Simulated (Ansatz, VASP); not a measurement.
Al2O3 (Corundum) in VASP and in Ansatz

```
Al O
1.0
     2.38025    1.37424    4.33187
    -2.38025    1.37424    4.33187
     0.00000   -2.74848    4.33187
Al O
4 6
Direct
  0.85216 0.85216 0.85216
  0.64784 0.64784 0.64784
  0.14784 0.14784 0.14784
  0.35216 0.35216 0.35216
  0.05668 0.75000 0.44332
  0.75000 0.44332 0.05668
  0.44332 0.05668 0.75000
  0.94332 0.25000 0.55668
  0.25000 0.55668 0.94332
  0.55668 0.94332 0.25000
```

Alike in both runs: task relaxation of cell and atoms; functional PBE; k mesh 7 × 7 × 7; occupations fermi-dirac, width 0.05 eV; no spin polarisation.

```csv
,VASP,Ansatz
version,VASP 6.6.1,Ansatz 0.2.0
potentials or method,"VASP PAW PBE potentials, release 54 (Al, O)",Ansatz PAW
plane-wave cutoff (eV),600,420
valence electrons in the cell,48,48
```

```tsv
	VASP	Ansatz	Ansatz less VASP
relaxed volume (Å³/atom)	8.74	8.76	+0.021
relaxed cell length with the largest relative difference (Å)	5.177	5.181	+0.0039
energy change over the relaxation (meV/atom)	-5	-6	-0.8
```

Caveats: the plane-wave basis is chosen anew once the cell has moved, so the energies of steps on either side of that aren't comparable (Ansatz); the pressure holds a Pulay correction of +0.9 GPa for the finite cutoff (Ansatz). Zero-point motion and thermal expansion aren't in these numbers. A k mesh can miss the band edges.
